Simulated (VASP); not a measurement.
# TiAl (P-6m2) in VASP: further runs, part 2 of 2

VASP 6.6.1. Earlier steps stand in the parts before.

**3. Relaxation of cell and atoms, r2SCAN**

The input, INCAR:

```
PREC = Accurate
ENCUT = 600
EDIFF = 1E-7
ISMEAR = -1
SIGMA = 0.05
LREAL = F
LASPH = T
NELM = 100
ALGO = Normal
ISIF = 3
LWAVE = F
LCHARG = F
METAGGA = R2SCAN
LMIXTAU = T
IBRION = 2
NSW = 40
EDIFFG = -0.005
```

The input, KPOINTS:

```
regular mesh
0
Gamma
  10 10 6
```

The input, POSCAR:

```
TiAl
1.0
    2.8672622327      0.0000000000      0.0000000000
   -1.4336311163      2.4831219328      0.0000000000
    0.0000000000      0.0000000000      4.6780830000
Ti Al
1 1
Direct
    0.0000000000      0.0000000000      0.0000000000
    0.3333333333      0.6666666667      0.5000000000
```

Potentials or basis: VASP PAW PBE potentials, release 64 (Ti_sv, Al).

On the command line:

```console
cat potpaw_PBE.64/Ti_sv/POTCAR potpaw_PBE.64/Al/POTCAR > POTCAR
mpirun -np 1 vasp_std > vasp.out
```

OUTCAR:

```text
PREC = Accurate
   ENCUT = 600
   EDIFF = 1E-7
   ISMEAR = -1
   LREAL = F
   LASPH = T
   NELM = 100
   ISIF = 3
   METAGGA = R2SCAN
   IBRION = 2
   NSW = 40
   EDIFFG = -0.005

 ion  position               nearest neighbor table
   1  0.000  0.000  0.000-   2 2.87   2 2.87   2 2.87   2 2.87   2 2.87   2 2.87
   2  0.333  0.667  0.500-   1 2.87   1 2.87   1 2.87   1 2.87   1 2.87   1 2.87

  LATTYP: Found a hexagonal cell.
 ALAT       =     2.8672622327
 C/A-ratio  =     1.6315504549

  Lattice vectors:

 A1 = (   2.8672622327,   0.0000000000,   0.0000000000)
 A2 = (  -1.4336311163,   2.4831219328,   0.0000000000)
 A3 = (   0.0000000000,   0.0000000000,   4.6780830000)

Analysis of symmetry for initial positions (statically):
=====================================================================
 Subroutine PRICEL returns:
 Original cell was already a primitive cell.

 Routine SETGRP: Setting up the symmetry group for a
 hexagonal supercell.

 Subroutine GETGRP returns: Found 12 space group operations
 (whereof 12 operations were pure point group operations)
 out of a pool of 24 trial point group operations.

The static configuration has the point symmetry D_3h.

Analysis of symmetry for dynamics (positions and initial velocities):
=====================================================================
 Subroutine PRICEL returns:
 Original cell was already a primitive cell.

 Routine SETGRP: Setting up the symmetry group for a
 hexagonal supercell.

 Subroutine GETGRP returns: Found 12 space group operations
 (whereof 12 operations were pure point group operations)
 out of a pool of 24 trial point group operations.

The dynamic configuration has the point symmetry D_3h.

 Subroutine INISYM returns: Found 12 space group operations
 (whereof 12 operations are pure point group operations),
 and found     1 'primitive' translations

----------------------------------------------------------------------------------------

[... 136 lines left out ...]
  ---------------------------------------------------
  ext. energy  EPLUGINS =         0.00000000
  ---------------------------------------------------
  free energy    TOTEN  =       -20.24930308 eV

  energy without entropy =      -20.23192952  energy(sigma->0) =      -20.24061630

------------------------ aborting loop because EDIFF is reached ----------------------------------------

  FORCE on cell =-STRESS in cart. coord.  units (eV):
  Direction    XX          YY          ZZ          XY          YZ          ZX
  --------------------------------------------------------------------------------------
  -------------------------------------------------------------------------------------
  Total       -0.0490619     -0.0490619     -0.4967480     -0.0000000      0.0000000      0.0000000
  in kB       -2.3600513     -2.3600513    -23.8953448     -0.0000000      0.0000000      0.0000000
  external PRESSURE =      -9.5384825 kB  Pullay stress =       0.0000000 kB
[... 95 lines left out ...]
--------------------------------------- Ionic step        4  -------------------------------------------

 number of electron      15.0000001 magnetization

 Free energy of the ion-electron system (eV)
  ---------------------------------------------------
  ext. energy  EPLUGINS =         0.00000000
  ---------------------------------------------------
  free energy    TOTEN  =       -20.25180688 eV

  energy without entropy =      -20.23495789  energy(sigma->0) =      -20.24338239

 E-fermi :   7.8733     XC(G=0): -11.7818

 val. band max:        7.8592812253   @ k =   0.3000   0.3000   0.3333
 cond. band min:       7.8872133287   @ k =   0.2000   0.1000   0.3333
 fundamental gap:      0.0279321035
 Fermi energy:         7.8732660258

 k-point     1 :       0.0000    0.0000    0.0000
  band No.  band energies     occupation
      1     -50.9678      2.00000
      2     -26.2431      2.00000
      3     -25.8181      2.00000
      4     -25.8181      2.00000
      5      -1.5546      2.00000
      6       5.5058      2.00000
      7       5.9121      2.00000
      8       9.3181      0.00000
      9       9.3182      0.00000
     10      10.9335      0.00000
     11      10.9335      0.00000
[... 309 lines left out ...]
 k-point    24 :       0.4000    0.1000    0.1667
  band No.  band energies     occupation
      1     -50.8692      2.00000
      2     -26.3813      2.00000
      3     -26.1461      2.00000
      4     -25.9865      2.00000
      5       3.5682      2.00000
      6       5.4493      2.00000
      7       6.7643      2.00000
      8       7.1797      2.00000
      9       9.5843      0.00000
     10      10.9987      0.00000
     11      11.3961      0.00000

 [... further k-points ...]

------------------------ aborting loop because EDIFF is reached ----------------------------------------

  FORCE on cell =-STRESS in cart. coord.  units (eV):
  Direction    XX          YY          ZZ          XY          YZ          ZX
  --------------------------------------------------------------------------------------
  -------------------------------------------------------------------------------------
  Total        0.0035074      0.0035074      0.0043087      0.0000000     -0.0000000     -0.0000000
  in kB        0.1699433      0.1699433      0.2087663      0.0000000     -0.0000000     -0.0000000
  external PRESSURE =       0.1828843 kB  Pullay stress =       0.0000000 kB
[... 17 lines left out ...]
  FREE ENERGIE OF THE ION-ELECTRON SYSTEM (eV)
  ---------------------------------------------------
  free  energy   TOTEN  =       -20.2518068824 eV

  energy  without entropy=      -20.2349578902  energy(sigma->0) =      -20.24338239

 reached required accuracy - stopping structural energy minimisation
```

OSZICAR:

```text
N       E                     dE             d eps       ncg     rms          rms(c)
DAV:   1     0.924395570609E+02    0.92440E+02   -0.82339E+03  1232   0.157E+03
DAV:   2    -0.173076970736E+02   -0.10975E+03   -0.10675E+03  1256   0.367E+02
DAV:   3    -0.245818235461E+02   -0.72741E+01   -0.69219E+01  1910   0.885E+01
[... 58 lines left out ...]
DAV:   5    -0.202517744781E+02    0.33259E-04   -0.18610E-04  1717   0.157E-01    0.116E-02
DAV:   6    -0.202518524136E+02   -0.77935E-04   -0.61855E-05  1250   0.121E-01    0.735E-03
DAV:   7    -0.202517832068E+02    0.69207E-04   -0.20167E-05  1637   0.636E-02    0.265E-03
DAV:   8    -0.202518187442E+02   -0.35537E-04   -0.41567E-06  1308   0.313E-02    0.866E-04
DAV:   9    -0.202518067934E+02    0.11951E-04   -0.51058E-07  1347   0.981E-03    0.651E-04
DAV:  10    -0.202518068824E+02   -0.89019E-07   -0.13719E-07   919   0.532E-03
   4 F= -.20251807E+02 E0= -.20243382E+02  d E =-.282292E-03
```

Run time: 3 min. Hardware: 1 thread of Intel Xeon Platinum 8488C (Sapphire Rapids), shared host; peak memory 0.19 GiB.

What came out:

- Free energy: -20.2518 eV
- Relaxed volume: 16.53 Å³/atom
- Relaxed cell: a = 2.872 Å, b = 2.872 Å, c = 4.630 Å, α = 90.00°, β = 90.00°, γ = 120.00°
- Space group after relaxing (to 0.05 Å): P-6m2 (No. 187)
- Energy gained by relaxing: 1.3 meV/atom
- Ionic steps: 4
- Pressure after relaxing: 0.0 GPa
- Band gap on the k mesh: none (metal or under the smearing width)

The path:
```csv
step,energy change (eV),largest force (eV/Å),pressure (GPa),volume (Å³)
1,0.0000,0.0000,-0.95,33.31
2,-0.0019,0.0000,0.84,32.83
3,-0.0022,0.0000,0.33,32.96
4,-0.0025,0.0000,0.02,33.07
```

Final structure:
```xyz
2
Lattice="2.8717 0.0000 0.0000 -1.4359 2.4870 0.0000 0.0000 0.0000 4.6300" Properties=species:S:1:pos:R:3 pbc="T T T"
Ti   -1.4359    2.4870    0.0000
Al    0.0000    1.6580    2.3150
```

Caveat: the PAW data sets were made with another functional, which shifts forces and pressure a little.

**4. Relaxation of cell and atoms, LDA**

The input, INCAR:

```
ALGO = Fast ; EDIFF = 1E-6
EDIFFG = -0.01 ; ENCUT = 600
GGA = CA ; IBRION = 2
ISIF = 3 ; ISMEAR = -1
LASPH = T ; LCHARG = F
LREAL = F ; LWAVE = F
NELM = 80 ; NSW = 60
PREC = Accurate ; SIGMA = 0.05
```

The input, KPOINTS:

```
k-points
0
Gamma
  10 10 6
```

POSCAR is that of step 3.

Potentials or basis: VASP PAW LDA potentials, release 64 (Ti_sv, Al).

On the command line:

```console
cat potpaw_LDA.64/Ti_sv/POTCAR potpaw_LDA.64/Al/POTCAR > POTCAR
mpirun -np 1 vasp_std > vasp.out
```

Run time: 90 s. Hardware: 1 thread of Intel Xeon Platinum 8488C (Sapphire Rapids), shared host; peak memory 0.17 GiB.

The run converged. Its results:

```
Free energy                            : -13.2625 eV
Relaxed volume                         : 15.72 Å³/atom
Relaxed cell                           : a = 2.812 Å, b = 2.812 Å, c = 4.591 Å, α = 90.00°, β = 90.00°, γ = 120.00°
Space group after relaxing (to 0.05 Å) : P-6m2 (No. 187)
Energy gained by relaxing              : 17.7 meV/atom
Ionic steps                            : 7
Pressure after relaxing                : 0.1 GPa
Band gap on the k mesh                 : none (metal or under the smearing width)
```

Step by step:
```csv
step,energy change (eV),largest force (eV/Å),pressure (GPa),volume (Å³)
1,0.0000,0.0000,-5.94,33.31
2,-0.0206,0.0000,4.41,30.42
3,-0.0354,0.0000,-0.02,31.50
4,-0.0353,0.0000,-0.11,31.54
5,-0.0355,0.0000,-0.19,31.53
6,-0.0355,0.0000,-0.16,31.52
7,-0.0355,0.0000,0.07,31.44
```

Final structure:
```
Ti Al
1.0
     2.81182    0.00000    0.00000
    -1.40591    2.43511    0.00000
     0.00000    0.00000    4.59109
Ti Al
1 1
Direct
  0.00000 0.00000 0.00000
  0.33333 0.66667 0.50000
```

Levels at points of the mesh, in eV from the Fermi level:
```
           k point  band 3  band 4  band 5  band 6  band 7  band 8  band 9  band 10  band 11
(0.00, 0.00, 0.00)  -31.93  -31.93   -9.16   -2.35   -1.79    1.31    1.31     2.91     2.91
(0.50, 0.00, 0.00)  -32.31  -32.09   -3.81   -2.79   -1.68   -1.10    2.18     4.33     4.34
(0.00, 0.00, 0.50)  -31.93  -31.93   -8.22   -5.34   -0.50    1.32    1.32     2.83     2.83
(0.50, 0.00, 0.50)  -32.31  -32.09   -3.80   -2.42   -1.93    0.71    0.98     1.97     3.09
```

**5. Summary**

| level | potentials or basis | gap on the mesh (eV) | pressure (GPa) | relaxed volume (Å³/atom) |
| --- | --- | --- | --- | --- |
| PBEsol | VASP PAW PBE potentials, release 64 (Ti_sv, Al) | none | 0.0 | 16.25 |
| r2SCAN | VASP PAW PBE potentials, release 64 (Ti_sv, Al) | none | 0.0 | 16.53 |
| LDA | VASP PAW LDA potentials, release 64 (Ti_sv, Al) | none | 0.1 | 15.72 |

Alike in all rows: task relaxation of cell and atoms; no spin polarisation; cell relaxed; k mesh 10 × 10 × 6; cutoff (eV) 600; smearing fermi-dirac 0.05 eV.

Caveats: the PAW data sets were made with another functional, which shifts forces and pressure a little (some runs).

Absolute energies hang on the potentials; compare differences alone.
